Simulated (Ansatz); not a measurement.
**V: which structure wins at one pressure, part 1 of 2**

Aim: bring V in several structures (bcc, hcp, omega, simple hexagonal, beta tin) to one pressure and rank them by enthalpy. The pressure is set by scaling the first phase. Methods of the runs shown: LAPW. Companion runs by PAW are cited.

Computed with Ansatz 0.2.0 (DFT, PBEsol, all-electron LAPW, scalar-relativistic, unless a step's input says otherwise).

### Step 1. The starting structure

Symmetry: Im-3m, No. 229, cubic system. Conventional cell: a = 2.631 Å, b = 2.631 Å, c = 2.631 Å, α = 90.00°, β = 90.00°, γ = 90.00°. V (site symmetry m-3m) has 8 V at 2.28 Å in its first shell of neighbours.

As a file:

```
CELL_PARAMETERS angstrom
-1.31569 1.31569 1.31569
1.31569 -1.31569 1.31569
1.31569 1.31569 -1.31569
ATOMIC_POSITIONS crystal
V 0.00000 0.00000 0.00000
```

### Step 2. Bcc relaxed under pressure, LAPW

File input.yaml:

```yaml
crystal:
  lattice:
    - [-1.3156874293, 1.3156874293, 1.3156874293]
    - [1.3156874293, -1.3156874293, 1.3156874293]
    - [1.3156874293, 1.3156874293, -1.3156874293]
  atoms:
    - { symbol: V, position: [0.0, 0.0, 0.0] }
kpoints:
  mp_grid: { grid: [20, 20, 20] }
scf:
  occupations: { method: fermi_dirac, width: 0.05 }
hamiltonian:
  xc: pbesol
  pseudopotentials: { kind: all_electron, lapw: { basis_error: 0.0005 } }
output:
  forces: true
  stress: true
  eigenvalues: true
relax:
  f_tol: 0.005
  max_steps: 12
  cell: { p_target: 130.0, stress_tol: 0.065 }
```

Started as:

```sh
ansatz run input.yaml --threads 1 --pin off --max-ram 3584MiB --backend cpu --events-out ev --progress --plain --runs-dir out
```

What it wrote, shortened:

```text
[...]
LAPW: plane waves up to 10.304 Å⁻¹, error target 5.0e-4 eV per atom; small_component_spin mean_spin; V in spheres of 1.105 Å, 21 of its electrons in bands, Dirac shells []
[...]
Pseudopotentials: kind: all_electron
Pseudopotential: V, LAPW, valence charge 21, Koelling and Harmon's equation, gaussian nucleus
Functional definition: PBEsol
[...]
Crystal: 1 atoms, lattice volume = 9.110 Å³
Basis set: ecut = 404.55150984130705 eV, 177 PW (Γ), exchange–correlation at level 2
Bands: 15, of which v1, the nominal top of the filled ones, is band 11 counted from 1 (10 counted from 0)
Symmetry: 48 space group operations
Space group: Im-3m (ITA 229), of the structure as read, at distance tolerance 2.1e-5 Å
k-points: 256 of 8000
[...]
SCF iter   1: F=—  HF=-25803.978731 eV  |F-HF|=—  |Δ(HF+E_count)|=         —  Δρ=4.01e-2  dr2=6.58e-2  ethr=3.12e-4  ⟨swp⟩=2.9  Hψ=24486  notcnv=0
[...]
the basis was enlarged: its passes take 470.4 KiB over the memory plan, 1 of 1 planned eigensolver slots
[...]
relax step   1: F+E_penalty+E_count = -25803.79393944 eV  Δ(F+E_penalty+E_count) = +0.000e0 eV  max|allowed force component| = 0.000e0 eV/Å  Δτ_max = 0.0000 Å  P = +130.063 GPa  Ω = 9.110 Å³  (5 SCF iters, accepted)
[...]
relax step   2: F+E_penalty+E_count = -25803.79393945 eV  Δ(F+E_penalty+E_count) = -8.575e-9 eV  max|allowed force component| = 0.000e0 eV/Å  Δτ_max = 0.0000 Å  P = +130.062 GPa  Ω = 9.110 Å³  stress off target by 6.18e-2 GPa  SCF on the basis re-selected at this cell (its energy is not [...]
SCF converged after 2 iterations
Free energy (F): -25803.793939 eV
[...]
E sigma→0 (E₀):  -25803.789403 eV
Entropy (-TS):   -0.009072 eV (-9.072 meV/atom)
Fermi energy:    26.251735 eV
[...]
--- Forces (eV/Å), atoms counted from 1 ---
  atom   1  V     -0.00000000     0.00000000     0.00000000
[...]
--- Stress (GPa, compression-positive) ---
      130.061776      -0.000000       0.000000
       -0.000000     130.061776      -0.000000
        0.000000      -0.000000     130.061776
  P = ⅓ Tr σ = 130.0618 GPa (1300.618 kbar)
--- Band table (eV; the first three rows and the last of 256) ---
  k-point 0: bands = ["-567.7051", "-468.5600", "-468.5600", "-468.5600", "-37.2283", "-9.3717", "-9.3717", "-9.3717", "19.3380", "26.5160", "26.5160", "26.5160", "29.7427", "29.7427", "49.8306"]
[...]
--- Relaxed structure (1 steps of the walk, 1 accepted, 1 SCFs on fresh bases) ---
  F+E_penalty+E_count = -25803.79393945 eV   max|allowed force component| = 0.000e0 eV/Å   (the final SCF, on the basis selected at the relaxed cell)
  cell:  # Å, volume = 9.1100 Å³
    - [-1.3156874293, 1.3156874293, 1.3156874293]
    - [1.3156874293, -1.3156874293, 1.3156874293]
    - [1.3156874293, 1.3156874293, -1.3156874293]
  atoms:
    - { symbol: V, position: [0.0, 0.0, 0.0] }
```

Wall time 9.5 s (1 thread of AMD EPYC 9R45 (Zen 5), shared host); peak memory 0.47 GiB.

Relaxation path:

```
step  energy from step 1 (eV/cell)  largest force component (eV/Å)  pressure (GPa)  volume (Å³)
   1                        0.0000                          0.0000          130.06         9.11
   2                        0.0000                          0.0000          130.06         9.11
```

Step 1 is the start. Step 2 repeats the geometry before on a plane-wave basis chosen anew for that cell, so the energy can jump there without any move; the table keeps such jumps.

| input's cell | before | after | change |
| --- | --- | --- | --- |
| a (Å) | 2.279 | 2.279 | -0.0 % |
| b (Å) | 2.279 | 2.279 | -0.0 % |
| c (Å) | 2.279 | 2.279 | -0.0 % |
| volume (Å³/atom) | 9.11 | 9.11 | -0.0 % |

In short: pressure 130.06 GPa; no gap.

### Step 3. Hcp relaxed under pressure, LAPW

File input.yaml:

```yaml
crystal:
  lattice:
    - [2.2709466725, 0.0, 0.0]
    - [-1.1354733363, 1.966697509, 0.0]
    - [0.0, 0.0, 4.1510277386]
  atoms:
    - { symbol: V, position: [0.3333333333, 0.6666666667, 0.25] }
    - { symbol: V, position: [0.6666666667, 0.3333333333, 0.75] }
kpoints:
  mp_grid: { grid: [19, 19, 10] }
scf:
  occupations: { method: fermi_dirac, width: 0.05 }
hamiltonian:
  xc: pbesol
  pseudopotentials: { kind: all_electron, lapw: { basis_error: 0.0005 } }
output:
  forces: true
  stress: true
  eigenvalues: true
relax:
  f_tol: 0.005
  max_steps: 12
  cell: { p_target: 130.0, stress_tol: 0.065 }
```

Started as:

```sh
ansatz run input.yaml --threads 1 --pin off --max-ram 3584MiB --backend cpu --events-out ev --progress --plain --runs-dir out
```

What it wrote, shortened:

```text
[...]
LAPW: plane waves up to 10.342 Å⁻¹, error target 5.0e-4 eV per atom; small_component_spin mean_spin; V in spheres of 1.101 Å, 21 of its electrons in bands, Dirac shells []
[...]
Pseudopotentials: kind: all_electron
Pseudopotential: V, LAPW, valence charge 21, Koelling and Harmon's equation, gaussian nucleus
Functional definition: PBEsol
[...]
Crystal: 2 atoms, lattice volume = 18.540 Å³
Basis set: ecut = 407.5098414175569 eV, 337 PW (Γ), exchange–correlation at level 2
Bands: 26, of which v1, the nominal top of the filled ones, is band 21 counted from 1 (20 counted from 0)
Symmetry: 24 space group operations
Space group: P63/mmc (ITA 194), of the structure as read, at distance tolerance 2.6e-5 Å
k-points: 240 of 3610
[...]
SCF iter   1: F=—  HF=-51607.282701 eV  |F-HF|=—  |Δ(HF+E_count)|=         —  Δρ=4.37e-2  dr2=1.68e-1  ethr=3.99e-4  ⟨swp⟩=2.8  Hψ=39195  notcnv=0
[...]
  atom   2  V      0.00000000     0.00000000    -0.00000000
[...]
--- Stress (GPa, compression-positive) ---
      129.953517       0.000000      -0.000000
        0.000000     129.953517      -0.000000
       -0.000000      -0.000000     130.035693
  P = ⅓ Tr σ = 129.9809 GPa (1299.809 kbar)
--- Band table (eV; the first three rows and the last of 240) ---
[... band rows left out ...]
[...]
--- Relaxed structure (2 steps of the walk, 2 accepted, 1 SCFs on fresh bases) ---
  F+E_penalty+E_count = -51606.93989324 eV   max|allowed force component| = 2.082e-16 eV/Å   (the final SCF, on the basis selected at the relaxed cell)
  cell:  # Å, volume = 18.5389 Å³
    - [2.2708461731580596, 2.88662512224894e-11, -4.9922215788611774e-33]
    - [-1.1354230866040287, 1.9666104740271226, -3.3260631264075023e-22]
    - [-2.013746579119396e-34, -7.020184972466427e-22, 4.15124937906476]
  atoms:
    - { symbol: V, position: [0.33333333333333326, 0.6666666666666665, 0.24999999999999997] }
    - { symbol: V, position: [0.6666666666666665, 0.33333333333333326, 0.7499999999999999] }
```

Run time: 32 s. Hardware: 1 thread of AMD EPYC 9R45 (Zen 5), shared host; peak memory 0.8 GiB.

Relaxation path:

```
step  energy from step 1 (eV/cell)  largest force component (eV/Å)  pressure (GPa)  volume (Å³)
   1                        0.0000                          0.0000          129.96        18.54
   2                        0.0005                          0.0000          129.98        18.54
   3                        0.0005                          0.0000          129.98        18.54
```

Step 1 is the start. Step 3 repeats the geometry before on a plane-wave basis chosen anew for that cell, so the energy can jump there without any move; the table keeps such jumps.

| input's cell | before | after | change |
| --- | --- | --- | --- |
| a (Å) | 2.271 | 2.271 | -0.0 % |
| b (Å) | 2.271 | 2.271 | -0.0 % |
| c (Å) | 4.151 | 4.151 | +0.0 % |
| volume (Å³/atom) | 9.27 | 9.27 | -0.0 % |

This run gives: pressure 129.98 GPa; no gap.

### Step 4. Omega relaxed under pressure, LAPW

File input.yaml:

```yaml
crystal:
  lattice:
    - [3.900873395, 0.0, 0.0]
    - [-1.9504366975, 3.378255457, 0.0]
    - [0.0, 0.0, 2.0974930643]
  atoms:
    - { symbol: V, position: [0.0, 0.0, 0.0] }
    - { symbol: V, position: [0.3333333333, 0.6666666667, 0.5] }
    - { symbol: V, position: [0.6666666667, 0.3333333333, 0.5] }
kpoints:
  mp_grid: { grid: [10, 10, 14] }
scf:
  occupations: { method: fermi_dirac, width: 0.05 }
hamiltonian:
  xc: pbesol
  pseudopotentials: { kind: all_electron, lapw: { basis_error: 0.0005 } }
output:
  forces: true
  stress: true
  eigenvalues: true
relax:
  f_tol: 0.005
  max_steps: 12
  cell: { p_target: 130.0, stress_tol: 0.065 }
```

Started as:

```sh
ansatz run input.yaml --threads 1 --pin off --max-ram 3584MiB --backend cpu --events-out ev --progress --plain --runs-dir out
```

What it wrote, shortened:

```text
[...]
LAPW: plane waves up to 11.224 Å⁻¹, error target 5.0e-4 eV per atom; small_component_spin mean_spin; V in spheres of 1.017 Å, 21 of its electrons in bands, Dirac shells []
[...]
Pseudopotentials: kind: all_electron
Pseudopotential: V, LAPW, valence charge 21, Koelling and Harmon's equation, gaussian nucleus
Functional definition: PBEsol
[...]
Crystal: 3 atoms, lattice volume = 27.641 Å³
Basis set: ecut = 479.96686456418405 eV, 661 PW (Γ), exchange–correlation at level 2
Bands: 38, of which v1, the nominal top of the filled ones, is band 32 counted from 1 (31 counted from 0)
Symmetry: 24 space group operations
Space group: P6/mmm (ITA 191), of the structure as read, at distance tolerance 3.0e-5 Å
k-points: 112 of 1400
[...]
SCF iter   1: F=—  HF=-77411.481626 eV  |F-HF|=—  |Δ(HF+E_count)|=         —  Δρ=5.35e-2  dr2=4.20e-1  ethr=6.66e-4  ⟨swp⟩=2.4  Hψ=26382  notcnv=0
[...]
  atom   2  V      0.00000000    -0.00000000     0.00000000
  atom   3  V     -0.00000000     0.00000000    -0.00000000
[...]
--- Stress (GPa, compression-positive) ---
      130.010931       0.000000       0.000000
        0.000000     130.010931       0.000000
        0.000000       0.000000     129.954349
  P = ⅓ Tr σ = 129.9921 GPa (1299.921 kbar)
--- Band table (eV; the first three rows and the last of 112) ---
[...]
--- Relaxed structure (2 steps of the walk, 2 accepted, 1 SCFs on fresh bases) ---
  F+E_penalty+E_count = -77410.93249904 eV   max|allowed force component| = 2.220e-16 eV/Å   (the final SCF, on the basis selected at the relaxed cell)
  cell:  # Å, volume = 27.6375 Å³
    - [3.900779956055326, 0.0, 0.0]
    - [-1.950389978027663, 3.3781745365170583, 0.0]
    - [0.0, 0.0, 2.0973233248405805]
  atoms:
    - { symbol: V, position: [7.599756828470312e-36, 1.1085200122992416e-35, 0.0] }
    - { symbol: V, position: [0.33333333333333326, 0.6666666666666665, 0.5] }
    - { symbol: V, position: [0.6666666666666666, 0.33333333333333326, 0.5] }
```

Wall time 43 s (1 thread of AMD EPYC 9R45 (Zen 5), shared host); peak memory 0.72 GiB.

The steps of the relaxation:

```
step  energy from step 1 (eV/cell)  largest force component (eV/Å)  pressure (GPa)  volume (Å³)
   1                        0.0000                          0.0000          129.91        27.64
   2                        0.0029                          0.0000          129.99        27.64
   3                        0.0029                          0.0000          129.99        27.64
```

Step 1 is the start. Step 3 repeats the geometry before on a plane-wave basis chosen anew for that cell, so the energy can jump there without any move; the table keeps such jumps.

| input's cell | before | after | change |
| --- | --- | --- | --- |
| a (Å) | 3.901 | 3.901 | -0.0 % |
| b (Å) | 3.901 | 3.901 | -0.0 % |
| c (Å) | 2.097 | 2.097 | -0.0 % |
| volume (Å³/atom) | 9.21 | 9.21 | -0.0 % |

In short: pressure 129.99 GPa; no gap.

### Step 5. Simple hexagonal relaxed under pressure, LAPW

File input.yaml:

```yaml
crystal:
  lattice:
    - [2.259815718, 0.0, 0.0]
    - [-1.129907859, 1.9570578197, 0.0]
    - [0.0, 0.0, 2.1115103316]
  atoms:
    - { symbol: V, position: [0.0, 0.0, 0.0] }
kpoints:
  mp_grid: { grid: [19, 19, 18] }
scf:
  occupations: { method: fermi_dirac, width: 0.05 }
hamiltonian:
  xc: pbesol
  pseudopotentials: { kind: all_electron, lapw: { basis_error: 0.0005 } }
output:
  forces: true
  stress: true
  eigenvalues: true
relax:
  f_tol: 0.005
  max_steps: 12
  cell: { p_target: 130.0, stress_tol: 0.065 }
```

Started as:

```sh
ansatz run input.yaml --threads 1 --pin off --max-ram 3584MiB --backend cpu --events-out ev --progress --plain --runs-dir out
```

What it wrote, shortened:

```text
[...]
LAPW: plane waves up to 11.148 Å⁻¹, error target 5.0e-4 eV per atom; small_component_spin mean_spin; V in spheres of 1.024 Å, 21 of its electrons in bands, Dirac shells []
[...]
Pseudopotentials: kind: all_electron
Pseudopotential: V, LAPW, valence charge 21, Koelling and Harmon's equation, gaussian nucleus
Functional definition: PBEsol
[...]
Crystal: 1 atoms, lattice volume = 9.338 Å³
Basis set: ecut = 473.52295686050934 eV, 217 PW (Γ), exchange–correlation at level 2
Bands: 15, of which v1, the nominal top of the filled ones, is band 11 counted from 1 (10 counted from 0)
Symmetry: 24 space group operations
Space group: P6/mmm (ITA 191), of the structure as read, at distance tolerance 2.1e-5 Å
k-points: 400 of 6498
[...]
SCF iter   1: F=—  HF=-25803.307370 eV  |F-HF|=—  |Δ(HF+E_count)|=         —  Δρ=4.44e-2  dr2=7.27e-2  ethr=3.46e-4  ⟨swp⟩=2.7  Hψ=37978  notcnv=0
[...]
--- Stress (GPa, compression-positive) ---
      130.003832      -0.000000       0.000000
       -0.000000     130.003832      -0.000000
        0.000000      -0.000000     129.978482
  P = ⅓ Tr σ = 129.9954 GPa (1299.954 kbar)
--- Band table (eV; the first three rows and the last of 400) ---
  k-point 0: bands = ["-568.3899", "-469.2749", "-469.2411", "-469.2411", "-38.1558", "-10.1814", "-10.1814", "-10.0809", "18.7222", "21.8825", "25.9252", "25.9252", "31.4703", "31.4703", "46.1197"]
[...]
--- Relaxed structure (2 steps of the walk, 2 accepted, 1 SCFs on fresh bases) ---
  F+E_penalty+E_count = -25803.19715279 eV   max|allowed force component| = 0.000e0 eV/Å   (the final SCF, on the basis selected at the relaxed cell)
  cell:  # Å, volume = 9.3372 Å³
    - [2.2597564177976794, 5.511362100534054e-34, 4.144425665358714e-21]
    - [-1.1298782088988397, 1.9570064641777118, -2.0722128326795955e-21]
    - [3.872438598049565e-21, -2.5748334086827374e-34, 2.1113564611614555]
  atoms:
    - { symbol: V, position: [0.0, 0.0, 0.0] }
```

It took 22 s on 1 thread of AMD EPYC 9R45 (Zen 5), shared host; peak memory 0.6 GiB.

The steps of the relaxation:

```
step  energy from step 1 (eV/cell)  largest force component (eV/Å)  pressure (GPa)  volume (Å³)
   1                        0.0000                          0.0000          129.92         9.34
   2                        0.0009                          0.0000          130.00         9.34
   3                        0.0009                          0.0000          130.00         9.34
```

Step 1 is the start. Step 3 repeats the geometry before on a plane-wave basis chosen anew for that cell, so the energy can jump there without any move; the table keeps such jumps.

| input's cell | before | after | change |
| --- | --- | --- | --- |
| a (Å) | 2.260 | 2.260 | -0.0 % |
| b (Å) | 2.260 | 2.260 | -0.0 % |
| c (Å) | 2.112 | 2.111 | -0.0 % |
| volume (Å³/atom) | 9.34 | 9.34 | -0.0 % |

Read from it: pressure 130.00 GPa; no gap.

(Continued in part 2 of 2.)
